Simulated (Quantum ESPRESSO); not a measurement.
ZrB2:

```
CELL_PARAMETERS angstrom
3.17000 0.00000 0.00000
-1.58500 2.74530 0.00000
0.00000 0.00000 3.53300
ATOMIC_POSITIONS crystal
Zr 0.00000 0.00000 0.00000
B 0.66667 0.33333 0.50000
B 0.33333 0.66667 0.50000
```

Base run:

| Item | Value |
| --- | --- |
| Program | Quantum ESPRESSO 7.5 |
| Functional | LDA |
| Potentials or basis | PseudoDojo 0.4.1 SR LDA standard |
| Cutoff | 1034 eV |
| Density cutoff | 4136 eV |
| k mesh | 10 × 10 × 8 |
| Occupations | fermi-dirac, width 0.05 eV |
| Spin | no spin polarisation |

Its results: band gap on the k mesh none (metal or under the smearing width); pressure -8.6 GPa.

**Question.** The run is repeated on the same cell with these changes: functional from LDA to PBEsol; potentials or basis from PseudoDojo 0.4.1 SR LDA standard to PseudoDojo 0.4.1 SR PBEsol standard. What comes out?

**Answer.** Band gap on the k mesh none (metal or under the smearing width); pressure -3.7 GPa.
